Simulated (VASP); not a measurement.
## HgTe in VASP 6.6.1, single-point calculation

INCAR

```
ISMEAR = -1
IBRION = -1
NSW = 0
ISIF = 2
LCHARG = .FALSE.
LREAL = .TRUE.
GGA = CA
PREC = Accurate
LASPH = .TRUE.
SIGMA = 0.02
NELM = 82
EDIFF = 1E-7
LWAVE = .FALSE.
NBANDS = 16
ENCUT = 520
```

KPOINTS

```
KPOINTS created by Atomic Simulation Environment
0
Gamma
8 8 8
0 0 0
```

POSCAR

```
Hg Te
 1.0000000000000000
     0.0000000000000000    3.0434522883094655    3.0434522883094655
     3.0434522883094659    0.0000000000000000    3.0434522883094655
     3.0434522883094659    3.0434522883094655   -0.0000000000000000
 Hg  Te
   1   1
Cartesian
 -0.0000000000000000 -0.0000000000000000  0.0000000000000000
  3.0434522883094655  3.0434522883094659  3.0434522883094663
```

The recommended LDA PAW datasets give the neutral cell 18 valence electrons.

Command

```
mpirun -np 1 vasp_std
```

Q: How does this run end, and what does it give?

A: It converged. Results: gap between bands v and c on the k mesh -2.58 eV (bands overlap: a metal); least direct gap on the k mesh 0.00 eV; pressure -4.6 GPa. Band v is the last that the valence electrons fill when counted band by band, and c is the next.

OSZICAR

```
N       E                     dE             d eps       ncg     rms          rms(c)
DAV:   1     0.105383063657E+03    0.10538E+03   -0.81105E+03   928   0.983E+02
DAV:   2    -0.163243704850E+01   -0.10702E+03   -0.98436E+02  1104   0.234E+02
DAV:   3    -0.506292553693E+01   -0.34305E+01   -0.34191E+01  1160   0.427E+01
DAV:   4    -0.508818313931E+01   -0.25258E-01   -0.25256E-01  1304   0.353E+00
DAV:   5    -0.508845900297E+01   -0.27586E-03   -0.27586E-03  1192   0.274E-01    0.725E+00
DAV:   6    -0.488624807901E+01    0.20221E+00   -0.41780E-01  1128   0.837E+00    0.558E+00
DAV:   7    -0.487990120910E+01    0.63469E-02   -0.52638E-02  1048   0.159E+00    0.206E+00
DAV:   8    -0.487753847701E+01    0.23627E-02   -0.35671E-03  1112   0.653E-01    0.447E-01
DAV:   9    -0.487731744002E+01    0.22104E-03   -0.33442E-04  1216   0.166E-01    0.356E-02
DAV:  10    -0.487732071636E+01   -0.32763E-05   -0.26903E-05  1160   0.458E-02    0.282E-02
DAV:  11    -0.487732175220E+01   -0.10358E-05   -0.12630E-06  1160   0.959E-03    0.952E-03
DAV:  12    -0.487732173489E+01    0.17312E-07   -0.65956E-08   840   0.216E-03
   1 F= -.48773217E+01 E0= -.48762574E+01  d E =-.212860E-02
```

Standard output (part)

```
POSCAR found type information on POSCAR HgTe
 POSCAR found :  2 types and       2 ions
|     You have a (more or less) 'small supercell' and for smaller cells       |
|     it is recommended to use the reciprocal-space projection scheme!        |
|     The real-space optimization is not efficient for small cells and it     |
|     is also less accurate ...                                               |
|     Therefore, set LREAL=.FALSE. in the INCAR file.                         |
|     The real-space projection scheme for the treatment of the non-local     |
|     real-space optimization of all non-local projectors! BE WARNED that     |
|     a calculation using the real-space projection scheme together with      |
|     non-local projectors which were not real-space optimized (according     |
|     to the plane-wave cutoff used in this calculation) might give more      |
|     or less inaccurate results. I hope you know what you are doing.         |
 LDA part: xc-table for (Slater(with rela. corr.)+CA(PZ))
 , standard interpolation
 POSCAR, INCAR and KPOINTS ok, starting setup
 WAVECAR not read
 entering main loop
```

These settings aren't sound, so the numbers aren't properties of the crystal.

On sound settings LDA gives a gap of -2.58 eV on its mesh and a pressure of -3.7 GPa for the intended cell.
